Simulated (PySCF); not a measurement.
Structure problem from calculated spectra and properties.

Formula: C4H10N; charge +1.

| Property | Result |
| --- | --- |
| 13C NMR | chemical shifts (computed TMS as zero) by class: 55.6 (1 C), 12.4 (1 C), 7.4 (2 C) ppm [GIAO PBE0/pcSseg-1] |
| Polarisability | 50.9 au [PBE0/def2-SVPD] |
| Triplet | lowest triplet excitation (Tamm–Dancoff): 6.99 eV [TDA PBE0/def2-SVPD] |
| Rotational structure | rotational constants A, B, C: 11.504, 3.193, 2.844 GHz [GFN2-xTB] |
| UV, strongest line | among the 6 lowest singlet transitions: S2 at 7.19 eV (172 nm, f = 0.037) [TDDFT PBE0/def2-SVPD] |
| Couplings | largest of the computed one-bond spin–spin couplings (means over like bonds): 13C–1H +178.4 (×2), 13C–1H +172.1, 13C–1H +167.1 (×2), 13C–1H +156.2 (×2), 15N–1H -79.6 (×3), 13C–13C +44.0, 13C–13C +17.0, 13C–13C +13.3 (×2) Hz [B3LYP/pcJ-1, spin–dipole term left out for some pairs] |

Gas-phase values; electronic properties from PySCF, density fitting. Levels stand in brackets. Geometry: GFN2-xTB, one conformer, isolated ion. NMR classes are plain means over equivalent atoms (diastereotopic ones count apart unless rotation or inversion swaps them), as if these changed places fast.

Question: What is the compound? Reason from the data.

Answer: Numbering: `[NH3+:1][CH2:2][CH:3]1[CH2:4][CH2:5]1`. 4 carbons fall into 3 classes; from least to most shielded: chain sp3 carbon bound to nitrogen [C2] (55.6 ppm), three-membered-ring carbon [C3] (12.4 ppm), three-membered-ring carbon [C4/C5] (7.4 ppm, 2 C, up to 4.7 ppm apart in this geometry). The couplings run between: +178.4 Hz, three-membered-ring carbon [C4] and its hydrogen (with 1 like pair); +172.1 Hz, three-membered-ring carbon [C3] and its hydrogen; +167.1 Hz, three-membered-ring carbon [C4] and its hydrogen (with 1 like pair); +156.2 Hz, sp3 carbon bound to nitrogen [C2] and its hydrogen (with 1 like pair); -79.6 Hz, ammonium nitrogen [N1] and its hydrogen (with 2 like pairs); +44.0 Hz, sp3 carbon bound to nitrogen [C2] and three-membered-ring carbon [C3]; +17.0 Hz, three-membered-ring carbon [C4] and three-membered-ring carbon [C5]; +13.3 Hz, three-membered-ring carbon [C3] and three-membered-ring carbon [C4] (with 1 like pair). The optimised geometry has point group C1 and is an asymmetric top. Structure: `[NH3+]CC1CC1`. Computed isomers that give other values at the same levels: `[NH3+]C1CCC1` (13C chemical shifts (computed TMS as zero) by class: 52.7 (1 C), 28.3 (2 C), 12.7 (1 C) ppm); `C1CC[NH2+]C1` (13C chemical shifts (computed TMS as zero) by class: 52.2 (2 C), 24.6 (2 C) ppm); `CC=[N+](C)C` (13C chemical shifts (computed TMS as zero) by class: 193.0 (1 C), 51.8 (1 C), 41.9 (1 C), 21.4 (1 C) ppm). The assignments are read from this structure; whether some other isomer fits the data as well wasn't checked.

The values belong to the conformer `[NH3+:1][CH2:2][CH:3]1[CH2:4][CH2:5]1`: N1–C2–C3–C4 -73°.
